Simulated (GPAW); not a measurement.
Set up this calculation in GPAW 26.7.0, as an ASE script.

| Property | Result |
| --- | --- |
| Task | hyperfine couplings |
| Functional | WC |
| Potentials or basis | PAW data sets generated in the run's folder for this functional |
| Cutoff | 510 eV |
| Basis | pw |
| k mesh | 13 × 13 × 13 |
| Occupations | fermi-dirac, width 0.05 eV |
| Spin | collinear spin, ferromagnetic start |
| Starting moments | [1.0] μB |
| Maxiter | 150 |

The structure of Ni lies in POSCAR:

```
Ni
1.0
   -1.3837154700      1.3837154700      1.3837154700
    1.3837154700     -1.3837154700      1.3837154700
    1.3837154700      1.3837154700     -1.3837154700
Ni
1
Direct
    0.0000000000      0.0000000000      0.0000000000
```

This isn't the form of Ni at room conditions, which is fcc.

One way to write it, as run:

run.py

```python
import numpy as np
from ase.dft.bandgap import bandgap
from ase.io import read, write
from ase.units import GPa
from gpaw import GPAW, PW, setup_paths
from gpaw.hyperfine import hyperfine_parameters

setup_paths.insert(0, '.')

atoms = read('POSCAR')
atoms.set_initial_magnetic_moments([1.0])

calc = GPAW(mode=PW(510),
            xc='WC',
            kpts={'size': (13, 13, 13), 'gamma': True},
            occupations={'name': 'fermi-dirac', 'width': 0.05},
            nbands=17,
            convergence={'density': 1e-05, 'energy': 1e-05},
            maxiter=150,
            txt='gpaw.txt')
atoms.calc = calc
energy = atoms.get_potential_energy()
forces = atoms.get_forces()
stress = atoms.get_stress()
calc.write('gs.gpw')
write('result.traj', atoms)
print(f'Energy: {energy:.6f} eV')
print('Forces (eV/A):')
print(forces.round(4))
print('Stress (GPa):', (stress / GPa).round(3))
print('Moments:', calc.get_magnetic_moments().round(3))
print('Fermi level:', round(calc.get_fermi_level(), 4), 'eV')
print(f'Gap: {bandgap(calc)[0]:.4f} eV, direct: {bandgap(calc, direct=True)[0]:.4f} eV')

mu_N = 3.15245125e-8  # eV/T
for core in (False, True):
    try:
        A = hyperfine_parameters(calc, exclude_core=not core)
    except AssertionError:
        print('The core levels were not found')
        break
    for a, A_vv in zip(atoms, A):
        iso = np.trace(A_vv) / 3
        dip = np.linalg.eigvalsh(A_vv - iso * np.eye(3))
        print('with core' if core else 'valence', a.symbol, f'contact field {iso / (2 * mu_N):.3f} T, dipolar',
              *(dip / (2 * mu_N)).round(3), 'T')
```

Potentials or basis: PAW data sets generated in the run's folder for this functional, pw.

The run is started by

```sh
$ gpaw-setup -f WC Ni
$ OMP_NUM_THREADS=1 python run.py
```

Results of the run:

```json
{"Pressure": "0.8 GPa", "Band gap on the k mesh": "none (metal or under the smearing width)", "Net moment": "0.57 μB per cell", "Site moments": "Ni +0.59 μB"}
```

Caveat: the cutoff is short for stress and forces, so pressures can be off by a GPa or more; the dipolar part lacks the spin inside other atoms' spheres; the stock nickel data set gives pressures a few GPa off other programs.

Wall time 16 s on 1 thread of Intel(R) Xeon(R) 6975P-C (Granite Rapids), with other jobs on the host, peak memory 0.14 GiB.
